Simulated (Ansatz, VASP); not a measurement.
**Two plane-wave programs on TePb**

```xyz
2
Lattice="0.0000 3.2310 3.2310 3.1987 0.0000 3.2310 3.1987 3.2310 0.0000" Properties=species:S:1:pos:R:3 pbc="T T T"
Pb    0.0000    0.0000    0.0000
Te    3.1987    3.2310    3.2310
```

Change from the starting cell: strain = -0.01.

Alike in both runs: task single point; functional PBE; k mesh 7 × 7 × 7; occupations fermi-dirac, width 0.05 eV; no spin polarisation.

|  | VASP | Ansatz |
| --- | --- | --- |
| version | VASP 6.6.1 | Ansatz 0.2.0 |
| potentials or method | VASP PAW PBE potentials, release 64 (Pb_d, Te) | Ansatz PAW |
| plane-wave cutoff (eV) | 520 | 420 |
| valence electrons in the cell | 20 | 30 |

|  | VASP | Ansatz | Ansatz less VASP |
| --- | --- | --- | --- |
| gap on the k mesh at the Fermi level (eV) | 0.99 | 0.99 | -0.003 |
| least direct gap on the mesh (eV) | 0.99 | 0.99 | -0.003 |
| pressure (GPa) | 2.6 | 2.6 | +0.06 |
| largest component of the traceless stress (GPa) | 0.89 | 0.89 | 0.000 |

The two sets of potentials don't hold the same shells in valence.

Caveats: spin-orbit coupling is left out, which as a rule narrows the gap of such compounds by several tenths of an eV; an odd mesh through Γ misses points on the zone boundary, where band edges often lie (VASP); odd divisions of the mesh miss points on the zone boundary, where band edges often lie, so the gap on the mesh can be too wide (Ansatz).
